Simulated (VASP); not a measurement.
Runs of VASP 6.6.1 on Te. Symmetry: P3_121, No. 152, trigonal system. The conventional cell has a = 4.454 Å, b = 4.454 Å, c = 5.924 Å, α = 90.00°, β = 90.00°, γ = 120.00°. Around Te (site symmetry 2) lie 2 Te at 2.86 Å. 

```tsv
level	cell	pressure (GPa)	target pressure	gap on the mesh (eV)	pressure (GPa)
PBE	relaxed to 1 GPa	1	1 GPa	0.10	1.0
PBE	relaxed to 2 GPa	2	2 GPa	(a)	2.0
PBE+D3(BJ)	relaxed to 4 GPa	4	4 GPa	none	4.0
PBEsol	relaxed	0	-	none	0.0
SCAN+rVV10	relaxed to 3 GPa	3	3 GPa	none	3.0
optB88-vdW	relaxed to 2 GPa	2	2 GPa	0.02	2.0
optB88-vdW	relaxed to 4 GPa	4	4 GPa	none	4.0
optB88-vdW	relaxed to 3 GPa	3	3 GPa	none	3.0
```

Alike in all rows: task relaxation of cell and atoms; potentials or basis VASP PAW PBE potentials, release 64 (Te); no spin polarisation; k mesh 9 × 9 × 6; cutoff (eV) 400; smearing gaussian 0.03 eV.

Estimate the missing entries.

(a) 0.03.

Caveats: the cell is relaxed towards a set pressure, so the enthalpy falls and the energy may rise (some runs); the PAW data sets were made with another functional, which shifts forces and pressure a little (some runs); spin-orbit coupling is left out, which moves the levels of the heavy elements (some runs); an odd mesh through Γ misses points on the zone boundary, where band edges often lie (some runs); pairwise dispersion overbinds metals, which lowers pressure and volume (some runs).

A k mesh can miss the band edges, and the runs leave out spin-orbit coupling on Te.

A gap of «none» marks a metal or a gap under the smearing width.
